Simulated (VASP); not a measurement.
# VO2 (P4_2/mnm) in VASP: single point with PBE

Aim: the single point of VO2 with PBE.

All numbers are computed with VASP 6.6.1; they aren't measurements. Logs are shortened: lines on timing, memory, paths and dates and some standing lists are left out, and cuts for length are marked.

## (1) The structure

The structure is tetragonal, space group P4_2/mnm (No. 136). Conventional cell: a = 4.507 Å, b = 4.507 Å, c = 3.044 Å, α = 90.00°, β = 90.00°, γ = 90.00°. V (site symmetry mmm) is surrounded by 6 O at 1.91 to 1.99 Å. Around O (site symmetry m2m) lie 3 V at 1.91 to 1.99 Å.

The cell is a database's computed one.

## (2) Single point, PBE, collinear spin, ferromagnetic start

INCAR reads:

```
PREC = Accurate
ENCUT = 520
EDIFF = 1E-7
ISMEAR = -1
SIGMA = 0.05
LREAL = False
LASPH = True
NELM = 150
ALGO = Normal
ISIF = 2
LWAVE = False
LCHARG = True
ISPIN = 2
MAGMOM = 3.5 3.5 0 0 0 0
LORBIT = 11
LMAXMIX = 4
GGA = PE
LELF = True
LVHAR = True
NBANDS = 38
```

KPOINTS reads:

```
regular mesh
0
Gamma
  6 6 9
```

POSCAR reads:

```
VO2
1.0
    4.5072020454      0.0000000000      0.0000000000
    0.0000000000      4.5072020454      0.0000000000
    0.0000000000      0.0000000000      3.0444500000
V O
2 4
Direct
    0.5000000000      0.5000000000      0.5000000000
    0.0000000000      0.0000000000      0.0000000000
    0.2003580000      0.7996420000      0.5000000000
    0.7996420000      0.2003580000      0.5000000000
    0.7003580000      0.7003580000      0.0000000000
    0.2996420000      0.2996420000      0.0000000000
```

Potentials or basis: VASP PAW PBE potentials, release 64 (V_sv, O).

Command:

```console
$ cat potpaw_PBE.64/V_sv/POTCAR potpaw_PBE.64/O/POTCAR > POTCAR
$ mpirun -np 1 vasp_std > vasp.out
```

OUTCAR:

```text
PREC = Accurate
   ENCUT = 520
   EDIFF = 1E-7
   ISMEAR = -1
   LREAL = False
   LASPH = True
   NELM = 150
   ISIF = 2
   ISPIN = 2
   LORBIT = 11
   GGA = PE

 ion  position               nearest neighbor table
   1  0.500  0.500  0.500-   3 1.91   4 1.91   5 1.99   6 1.99   5 1.99   6 1.99
   2  0.000  0.000  0.000-   5 1.91   6 1.91   3 1.99   4 1.99   3 1.99   4 1.99
   3  0.200  0.800  0.500-   1 1.91   2 1.99   2 1.99
   4  0.800  0.200  0.500-   1 1.91   2 1.99   2 1.99
   5  0.700  0.700  0.000-   2 1.91   1 1.99   1 1.99
   6  0.300  0.300  0.000-   2 1.91   1 1.99   1 1.99

  LATTYP: Found a simple tetragonal cell.
 ALAT       =     4.5072020454
 C/A-ratio  =     0.6754633960

  Lattice vectors:

 A1 = (   4.5072020454,   0.0000000000,   0.0000000000)
 A2 = (   0.0000000000,   4.5072020454,   0.0000000000)
 A3 = (   0.0000000000,   0.0000000000,   3.0444500000)

Analysis of symmetry for initial positions (statically):
=====================================================================
 Subroutine PRICEL returns:
 Original cell was already a primitive cell.

 Routine SETGRP: Setting up the symmetry group for a
 simple tetragonal supercell.

 Subroutine GETGRP returns: Found 16 space group operations
 (whereof  8 operations were pure point group operations)
 out of a pool of 16 trial point group operations.

The static configuration has the point symmetry D_2h.
 The point group associated with its full space group is D_4h.

Analysis of symmetry for dynamics (positions and initial velocities):
=====================================================================
 Subroutine PRICEL returns:
 Original cell was already a primitive cell.

 Routine SETGRP: Setting up the symmetry group for a
 simple tetragonal supercell.

 Subroutine GETGRP returns: Found 16 space group operations
 (whereof  8 operations were pure point group operations)
 out of a pool of 16 trial point group operations.

The dynamic configuration has the point symmetry D_2h.
 The point group associated with its full space group is D_4h.

Analysis of structural, dynamic, and magnetic symmetry:
=====================================================================
 Subroutine PRICEL returns:
 Original cell was already a primitive cell.

 Routine SETGRP: Setting up the symmetry group for a
 simple tetragonal supercell.

 Subroutine GETGRP returns: Found 16 space group operations
 (whereof  8 operations were pure point group operations)
 out of a pool of 16 trial point group operations.

The overall configuration has the point symmetry D_2h.
 The point group associated with its full space group is D_4h.

 Subroutine INISYM returns: Found 16 space group operations
 (whereof  8 operations are pure point group operations),
 and found     1 'primitive' translations

----------------------------------------------------------------------------------------

                                     Primitive cell

  volume of cell :      61.8476

  direct lattice vectors                    reciprocal lattice vectors
     4.507202045  0.000000000  0.000000000     0.221867134  0.000000000  0.000000000
     0.000000000  4.507202045  0.000000000     0.000000000  0.221867134  0.000000000
     0.000000000  0.000000000  3.044450000     0.000000000  0.000000000  0.328466554

  length of vectors
     4.507202045  4.507202045  3.044450000     0.221867134  0.221867134  0.328466554

  position of ions in fractional coordinates (direct lattice)
     0.500000000  0.500000000  0.500000000
     0.000000000  0.000000000  0.000000000
     0.200358000  0.799642000  0.500000000
     0.799642000  0.200358000  0.500000000
     0.700358000  0.700358000  0.000000000
     0.299642000  0.299642000  0.000000000

  ion indices of the primitive-cell ions
   primitive index   ion index
                 1           1
                 2           2
                 3           3
                 4           4
                 5           5
                 6           6

[... 50 lines left out ...]
  0.333333  0.000000  0.222222      8.000000
  0.500000  0.000000  0.222222      4.000000
 [... further k-points ...]
   k-points           NKPTS =     50   k-points in BZ     NKDIM =     50   number of bands    NBANDS=     38
   number of dos      NEDOS =    301   number of ions     NIONS =      6
   total plane-waves  NPLWV =  31104
   dimension x,y,z NGX =    36 NGY =   36 NGZ =   24
   dimension x,y,z NGXF=    72 NGYF=   72 NGZF=   48
   ions per type =               2   4
   NGX,Y,Z   is equivalent  to a cutoff of  13.28, 13.28, 13.11 a.u.
   NGXF,Y,Z  is equivalent  to a cutoff of  26.56, 26.56, 26.21 a.u.
 SYSTEM =  unknown system
   PREC   = accura    normal or accurate (medium, high low for compatibility)
   ISTART =      0    job   : 0-new  1-cont  2-samecut
   ICHARG =      2    charge: 1-file 2-atom 10-const
   ISPIN  =      2    spin polarized calculation?
   LNONCOLLINEAR =      F non collinear calculations
   LSORBIT =      F    spin-orbit coupling
   LASPH  =      T    aspherical Exc in radial PAW
   ENCUT  =  520.0 eV  38.22 Ry    6.18 a.u.   8.38  8.38  5.66*2*pi/ulx,y,z
   NELM   =    150;   NELMIN=  2; NELMDL= -5     # of ELM steps
   EDIFF  = 0.1E-06   stopping-criterion for ELM
   LREAL  =      F    real-space projection
   EDIFFG = 0.1E-05   stopping-criterion for IOM
   NSW    =      0    number of steps for IOM
   IBRION =     -1    ionic relax: 0-MD 1-quasi-New 2-CG
   NFREE  =      0    steps in history (QN), initial steepest desc. (CG)
   ISIF   =      2    stress and relaxation
   ISYM   =      2    0-nonsym 1-usesym 2-fastsym
   POTIM  = 0.5000    time-step for ionic-motion
   TEBEG  =    0.0;   TEEND  =   0.0 temperature during run
   PSTRESS=    0.0 pullay stress
   NELECT =      50.0000    total number of electrons
   NUPDOWN=      -1.0000    fix difference up-down
   EMIN   =  10.00;   EMAX   =-10.00  energy-range for DOS
   EFERMI =   0.00;   METHOD = LEGACY
   ISMEAR =    -1;   SIGMA  =   0.05  broadening in eV -4-tet -1-fermi 0-gaus
   EFERMI_NEDOS =   21; number of points for ismear=-14 and -15
   IALGO  =     38    algorithm
   IMIX   =      4    mixing-type and parameters
     AMIX     =   0.40;   BMIX     =  1.00
     AMIX_MAG =   1.60;   BMIX_MAG =  1.00
  volume/ion in A,a.u.               =      10.31        69.56
  Fermi-wavevector in a.u.,A,eV,Ry     =   1.525073  2.881969 31.645064  2.325847
  Thomas-Fermi vector in A             =   2.633293
   LORBIT       =     11    0 simple, 1 ext, 2 COOP (PROOUT), +10 PAW based schemes
   GGA     = PE    functional components
   LHFCALC =     F    Hartree Fock is set to
   AEXX    =    0.0000 exact exchange contribution
   IVDW    =     0    specifies the selected vdW correction
   LEPSILON=     F    determine dielectric tensor
   LRPA    =     F    only Hartree local field effects (RPA)
 spin polarized calculation
  energy-cutoff  :      520.00
  volume of cell :       61.85
 maximum number of plane-waves:      1679
 NGX is ok and might be reduce to    36
   NGX = 17   NGY = 17   NGZ = 11

 number of electron      49.9999994 magnetization       1.9998635

 Free energy of the ion-electron system (eV)
  ---------------------------------------------------
  ext. energy  EPLUGINS =         0.00000000
  ---------------------------------------------------
  free energy    TOTEN  =       -51.69166177 eV

  energy without entropy =      -51.64703889  energy(sigma->0) =      -51.66935033

 E-fermi :   5.6338     XC(G=0): -11.5390

 val. band max:        5.6289765290   @ k =   0.1667   0.0000   0.4444
 cond. band min:       5.6403845249   @ k =   0.1667   0.0000   0.1111
 fundamental gap:      0.0114079960
 Fermi energy:         5.6338070660

 spin component 1

 k-point     1 :       0.0000    0.0000    0.0000
  band No.  band energies     occupation
      1     -60.3686      1.00000
      2     -60.3601      1.00000
      3     -34.1886      1.00000
      4     -34.1886      1.00000
      5     -34.1366      1.00000
      6     -34.1161      1.00000
[... 949 lines left out ...]
     36      15.5799      0.00000
     37      18.6325      0.00000

 [... further k-points ...]

 spin component 2

 k-point     1 :       0.0000    0.0000    0.0000
  band No.  band energies     occupation
      1     -59.2201      1.00000
      2     -59.2111      1.00000
      3     -33.1418      1.00000
      4     -33.1418      1.00000
      5     -32.9779      1.00000
      6     -32.9554      1.00000
[... 949 lines left out ...]
     36      15.7010      0.00000
     37      18.9603      0.00000

 [... further k-points ...]

 [bands above 37 left out]

------------------------ aborting loop because EDIFF is reached ----------------------------------------

  FORCE on cell =-STRESS in cart. coord.  units (eV):
  Direction    XX          YY          ZZ          XY          YZ          ZX
  --------------------------------------------------------------------------------------
  -------------------------------------------------------------------------------------
  Total       -0.8679381     -0.8679381     -7.6569054     -0.0000000      0.0000000      0.0000000
  in kB      -22.4841471    -22.4841471   -198.3540001     -0.0000000      0.0000000      0.0000000
  external PRESSURE =     -81.1074314 kB  Pullay stress =       0.0000000 kB

 VOLUME and BASIS-vectors are now :
 -----------------------------------------------------------------------------
  energy-cutoff  :      520.00
  volume of cell :       61.85
      direct lattice vectors                 reciprocal lattice vectors
     4.507202045  0.000000000  0.000000000     0.221867134  0.000000000  0.000000000
     0.000000000  4.507202045  0.000000000     0.000000000  0.221867134  0.000000000
     0.000000000  0.000000000  3.044450000     0.000000000  0.000000000  0.328466554

 POSITION                                       TOTAL-FORCE (eV/Angst)
 -----------------------------------------------------------------------------------
      2.25360      2.25360      1.52222         0.000000      0.000000      0.000000
      0.00000      0.00000      0.00000         0.000000      0.000000      0.000000
      0.90305      3.60415      1.52222        -0.170161      0.170161      0.000000
      3.60415      0.90305      1.52222         0.170161     -0.170161      0.000000
      3.15666      3.15666      0.00000        -0.170161     -0.170161      0.000000
      1.35055      1.35055      0.00000         0.170161      0.170161      0.000000
 -----------------------------------------------------------------------------------
    total drift:                                0.000000      0.000000      0.000000

  FREE ENERGIE OF THE ION-ELECTRON SYSTEM (eV)
  ---------------------------------------------------
  free  energy   TOTEN  =       -51.6916617687 eV

  energy  without entropy=      -51.6470388935  energy(sigma->0) =      -51.66935033

 total charge

# of ion       s       p       d       tot
------------------------------------------
    1        2.266   6.297   2.832  11.396
    2        2.266   6.297   2.832  11.396
    3        1.571   3.453   0.000   5.024
    4        1.571   3.453   0.000   5.024
    5        1.571   3.453   0.000   5.024
    6        1.571   3.453   0.000   5.024
--------------------------------------------------
tot         10.816  26.406   5.664  42.886

 magnetization (x)

# of ion       s       p       d       tot
------------------------------------------
    1        0.015   0.012   1.059   1.085
    2        0.015   0.012   1.059   1.085
    3       -0.002  -0.067   0.000  -0.069
    4       -0.002  -0.067   0.000  -0.069
    5       -0.002  -0.067   0.000  -0.069
    6       -0.002  -0.067   0.000  -0.069
--------------------------------------------------
tot          0.022  -0.244   2.117   1.895
```

It took 2.7 min on 1 thread of AMD EPYC 9R45 (Zen 5), shared host; peak memory 0.27 GiB.

What came out:

* Free energy: -51.6917 eV
* Pressure: -8.1 GPa
* Largest force: 0.241 eV/Å
* Band gap on the k mesh: none (metal or under the smearing width)
* Net moment: 2.00 μB per cell
* Site moments: V +1.08; O -0.07 μB
* Valence electrons inside the program's atomic spheres: V 11.40; O 5.02

Forces in eV/Å, atoms in the order of the input:
```
V    0.000  0.000  0.000
V    0.000  0.000  0.000
O   -0.170  0.170  0.000
O    0.170 -0.170  0.000
O   -0.170 -0.170  0.000
O    0.170  0.170  0.000
```

Levels at points of the mesh, in eV from the Fermi level:
Spin up:
```csv
k point,band 23,band 24,band 25,band 26,band 27,band 28,band 29,band 30
"(0.00, 0.00, 0.00)",-1.53,-1.03,-0.79,-0.49,-0.33,-0.32,-0.32,1.86
"(0.50, 0.00, 0.00)",-1.79,-1.79,-0.14,-0.14,0.40,0.40,0.93,0.93
"(0.50, 0.50, 0.00)",-2.36,-2.36,-0.72,-0.72,-0.29,-0.29,1.33,1.33
```
Spin down:
| k point | band 20 | band 21 | band 22 | band 23 | band 24 | band 25 | band 26 | band 27 | band 28 | band 29 |
| --- | --- | --- | --- | --- | --- | --- | --- | --- | --- | --- |
| (0.00, 0.00, 0.00) | -3.67 | -2.05 | -1.66 | -1.66 | -1.21 | 0.64 | 0.77 | 0.79 | 0.87 | 0.87 |
| (0.50, 0.00, 0.00) | -4.35 | -3.20 | -3.20 | -1.93 | -1.93 | 1.19 | 1.19 | 1.51 | 1.51 | 1.86 |
| (0.50, 0.50, 0.00) | -3.28 | -2.83 | -2.83 | -2.43 | -2.43 | 0.63 | 0.63 | 0.90 | 0.90 | 2.13 |

Caveat: semilocal functionals often make such compounds metallic where correlation or magnetic order opens a gap, which also shifts bond lengths. With open d or f shells a metallic result of PBE can be an artefact of self-interaction; +U or a hybrid may open a gap.
